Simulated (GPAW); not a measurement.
The system is SiC (Moissanite).

```xyz
4
Lattice="3.0760 0.0000 0.0000 -1.5380 2.6639 0.0000 0.0000 0.0000 5.0480" Properties=species:S:1:pos:R:3 pbc="T T T"
Si    1.5380    0.8880    2.5240
Si    0.0000    1.7759    0.0000
C     1.5380    0.8880    4.4675
C     0.0000    1.7759    1.9435
```

Base run:

- Program: GPAW 26.7.0
- Functional: SOGGA
- Potentials or basis: PAW data sets generated in the run's folder for this functional
- Cutoff: 800 eV
- Basis: pw
- k mesh: 7 × 7 × 4
- Occupations: fermi-dirac, width 0.05 eV
- Spin: no spin polarisation

Its results: pressure 1.2 GPa; largest force 0.758 eV/Å.

**Question.** The run is repeated on the same cell with these changes: functional from SOGGA to TPSS; potentials or basis from PAW data sets generated in the run's folder for this functional to GPAW PAW data sets (gpaw-data 1.2.1). What comes out?

**Answer.** Pressure 3.2 GPa; largest force 0.757 eV/Å.

Caveats: the PAW data sets were made with another functional, which shifts forces and pressure a little (some runs).
